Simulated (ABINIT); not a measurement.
The system is Os.

```xyz
2
Lattice="2.7341 0.0000 0.0000 -1.3671 2.3678 0.0000 0.0000 0.0000 4.3197" Properties=species:S:1:pos:R:3 pbc="T T T"
Os    1.3671    0.7893    3.2398
Os    0.0000    1.5785    1.0799
```

Base run:

- Program: ABINIT 10.8.3 (patched build)
- Functional: revPBE
- Potentials or basis: JTH PAW PBE v2.0
- Cutoff: 408 eV
- k mesh: 11 × 11 × 6
- Occupations: fermi-dirac, width 0.05 eV
- Spin: spin-orbit coupling, no magnetisation

Its results: band gap on the k mesh none (metal or under the smearing width); pressure 11.7 GPa.

Problem. After a change of settings the same cell gave: band gap on the k mesh none (metal or under the smearing width); pressure -3.2 GPa. Which change was it?
A. functional from revPBE to PBEsol; spin from spin-orbit coupling, no magnetisation to no spin polarisation
B. functional from revPBE to OLYP
C. functional from revPBE to AM05; spin from spin-orbit coupling, no magnetisation to no spin polarisation
D. functional from revPBE to PW91

Solution. B.

Caveats: the PAW data sets were made with another functional, which shifts forces and pressure a little.
